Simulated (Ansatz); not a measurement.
The system is CoO.

```
CELL_PARAMETERS angstrom
3.19765 0.00000 0.00000
-1.59882 2.76924 0.00000
0.00000 0.00000 5.22871
ATOMIC_POSITIONS crystal
Co 0.33333 0.66667 0.50336
Co 0.00000 0.00000 0.00347
O 0.33333 0.66667 0.87156
O 0.00000 0.00000 0.37161
```

Measurements of this composition are mostly on another form, of space group No. 225.

Base run:

- Program: Ansatz 0.2.0
- Functional: r2SCAN
- Potentials or basis: Ansatz PAW
- Cutoff: 500 eV
- Density cutoff: 2000 eV
- k mesh: 10 × 10 × 5
- Occupations: fermi-dirac, width 0.05 eV
- Spin: collinear spin, ferromagnetic start
- Starting moments: [2.0, 2.0, 0.0, 0.0] μB

Its results: band gap on the k mesh 0.72 eV, indirect (least direct gap 0.86 eV); pressure 0.5 GPa; net moment 0.00 μB per cell; site moments Co +2.33, -2.33; O -0.13, +0.13 μB.

Task: The run is repeated on the same cell with these changes: functional from r2SCAN to PBEsol; cutoff from 500 eV to 420 eV; density cutoff from 2000 eV to 1680 eV. What comes out?

Result: Band gap on the k mesh none (metal or under the smearing width); pressure -9.9 GPa; net moment 0.00 μB per cell; site moments Co +2.09, -2.09; O -0.16, +0.16 μB.

r2SCAN gives the wider gap, since meta-GGAs in the generalised Kohn-Sham scheme recover part of the derivative discontinuity.

Caveats: the PAW data sets come from PBE, with cores solved anew for the run's functional, which leaves a small shift of forces and pressure; the magnetic or orbital state may not be the lowest (some runs); semilocal functionals often make such compounds metallic where correlation or magnetic order opens a gap, which also shifts bond lengths (some runs).

Not every run made on this cell is shown here.
